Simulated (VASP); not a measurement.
A run of VASP 6.6.1 is set up as follows.

Contents of INCAR:

```
SYSTEM = InAs
PREC     = Accurate       ! precision mode
ENCUT    = 520            ! plane-wave cutoff, eV
EDIFF    = 1E-6           ! SCF threshold, eV
ISMEAR   = 0              ! smearing method
SIGMA    = 0.15           ! smearing width, eV
LREAL    = .FALSE.        ! projectors in reciprocal space
LASPH    = .TRUE.         ! aspherical terms in the spheres
NELM     = 100            ! most SCF steps
ALGO     = Fast           ! electronic algorithm
ISIF     = 2              ! what is computed and relaxed
LWAVE    = .FALSE.        ! write WAVECAR
LCHARG   = .FALSE.        ! write CHGCAR
GGA      = PE             ! functional
NBANDS   = 16             ! bands
```

KPOINTS

```
regular mesh
0
G
  18 18 18
  0 0 0
```

Contents of POSCAR:

```
InAs
1.0
    0.0000000000      2.8752816624      2.8752816624
    2.8752816624      0.0000000000      2.8752816624
    2.8752816624      2.8752816624      0.0000000000
In As
1 1
Direct
    0.5000000000      0.5000000000      0.5000000000
    0.0000000000      0.0000000000      0.0000000000
```

Potentials or basis: VASP PAW PBE potentials, release 64 (In_d, As).

Command:

```console
$ cat potpaw_PBE.64/In_d/POTCAR potpaw_PBE.64/As/POTCAR > POTCAR
$ mpirun -np 1 vasp_std > vasp.out
```

(1) Predict the band gap on the k mesh.

(2) Predict the pressure.

Answers

(1) none (metal or under the smearing width).

(2) 0.1 GPa.
